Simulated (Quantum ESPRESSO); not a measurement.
# MoS2: Hubbard U from linear response under several settings

```
CELL_PARAMETERS angstrom
3.18454 0.00000 0.00000
-1.59227 2.75789 0.00000
0.00000 0.00000 21.67053
ATOMIC_POSITIONS crystal
Mo 0.33333 0.66667 0.85116
Mo 0.66667 0.33333 0.14884
S 0.66667 0.33333 0.77963
S 0.33333 0.66667 0.07725
S 0.66667 0.33333 0.92275
S 0.33333 0.66667 0.22037
```

All runs used Quantum ESPRESSO 7.5; potentials GBRV 1.5 LDA; k mesh 4 × 4 × 1; given cell; no spin polarisation; cutoff 612 eV; occupations smeared at first, fixed for the response.

| level | projectors | U typed (eV) | q mesh | with V | state | U computed (eV) |
| --- | --- | --- | --- | --- | --- | --- |
| LDA+U | ortho-atomic | 0.0 | 2 × 2 × 1 | no | insulator | Mo 3.7 |
| LDA+U | ortho-atomic | 2.0 | 2 × 2 × 1 | no | insulator | Mo 3.7 |
| LDA+U | ortho-atomic | 4.0 | 2 × 2 × 1 | no | insulator | ? |
| LDA+U | ortho-atomic | 6.0 | 2 × 2 × 1 | no | insulator | Mo 3.7 |
| LDA+U | ortho-atomic | 8.0 | 2 × 2 × 1 | no | insulator | Mo 3.6 |

What stands in the row left open?

U computed Mo 3.7 eV.

Caveats: all runs use coarse meshes.

For the row left open. Caveat: the k mesh is coarse (spacing up to 0.57 Å⁻¹), so the values aren't converged.
